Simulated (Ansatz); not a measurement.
Something may be wrong with this Ansatz 0.2.0 calculation of CoPdO2.

File input.yaml:

```yaml
crystal:
  lattice:
    - [1.4316899074, 0.8265865534, 5.9577715763]
    - [-1.4316899074, 0.8265865534, 5.9577715763]
    - [0.0, -1.6531731068, 5.9577715763]
  atoms:
    - { symbol: Pd, position: [0.0, 0.0, 0.0] }
    - { symbol: Co, position: [0.5, 0.5, 0.5] }
    - { symbol: O, position: [0.112476, 0.112476, 0.112476] }
    - { symbol: O, position: [0.887524, 0.887524, 0.887524] }
hamiltonian:
  xc: pbe
  pseudopotentials: { kind: paw }
kpoints:
  mp_grid: { grid: [11, 11, 11] }
scf:
  occupations: { method: fixed }
  max_iter: 100
output:
  forces: true
  stress: true
  eigenvalues: true
```

Potentials or basis: Ansatz PAW.

Run with:

```console
$ ansatz run input.yaml --threads 2 --pin off --max-ram 5632MiB --backend cpu --events-out ev --progress --plain --runs-dir out
```

Output:

```text
Error: inconsistent input (scf.occupations.method, magnetization): a σ = 0 step fill (method: fixed, or a smearing width below the step floor) cannot realise an odd electron count (47) without a locked total moment — the per-k integer fill puts the same N_el/2 bands in each spin channel; set magnetization.spin_polarized: true with magnetization.spin_locking.lock_magnetization: hard and an odd magnetization.initial_magnetization (the unpaired electron then fills one channel), or use a smearing method with a finite width, such as fermi_dirac
```

Q: Diagnose the run.

A: The input was rejected before any iteration. The input holds a flaw that was put in on purpose: fixed occupations whatever the gap (scf.occupations = method fixed).

A sound run on the same cell differs in these lines of the main input:
```diff
@@ -17,2 +17 @@
-  occupations: { method: fixed }
-  max_iter: 100
+  occupations: { method: fermi_dirac, width: 0.05 }
```
